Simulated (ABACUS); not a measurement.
**LiF: changing the choice of potentials or basis**

```cif
data_structure
_symmetry_space_group_name_H-M 'Fm-3m'
_symmetry_Int_Tables_number 225
_cell_length_a 4.0280
_cell_length_b 4.0280
_cell_length_c 4.0280
_cell_angle_alpha 90.000
_cell_angle_beta 90.000
_cell_angle_gamma 90.000
_cell_volume 65.35
loop_
_atom_site_label
_atom_site_type_symbol
_atom_site_symmetry_multiplicity
_atom_site_Wyckoff_symbol
_atom_site_fract_x
_atom_site_fract_y
_atom_site_fract_z
_atom_site_occupancy
F1 F 4 b 0.50000 0.00000 0.00000 1
Li1 Li 4 a 0.00000 0.00000 0.00000 1
```

Kept alike: task equation of state; functional PBE; k mesh 8 × 8 × 8; occupations fermi-dirac, width 0.05 eV; no spin polarisation. Program: ABACUS. Cutoffs run from 544 to 1333 eV. The mesh is that of the run's cell of 2 atoms. No spin-orbit coupling.

| choice of potentials or basis | volume (Å³/atom) | bulk modulus (GPa) |
| --- | --- | --- |
| Ansatz NC PBE, plane waves | 8.398 | 67.1 |
| GBRV ultrasoft 1.5 PBE, plane waves | 8.403 | 67.9 |
| PseudoDojo NC SR 0.4.1 PBE standard, plane waves | 8.375 | 67.5 |
| PseudoDojo NC SR 0.5 PBE stringent, plane waves | 8.369 | 67.4 |
| SG15 ONCV 1.2 PBE, plane waves | 8.379 | 68.5 |
| SPMS ONCV 1.0 PBE, plane waves | 8.390 | 68.2 |

Volume and modulus come from cells scaled at fixed shape and fractions.

Question: What does the choice of potentials or basis change here?

Answer: The volume runs from 8.369 (PseudoDojo NC SR 0.5 PBE stringent, plane waves) to 8.403 Å³/atom (GBRV ultrasoft 1.5 PBE, plane waves). The bulk modulus runs from 67.1 (Ansatz NC PBE, plane waves) to 68.5 GPa (SG15 ONCV 1.2 PBE, plane waves).
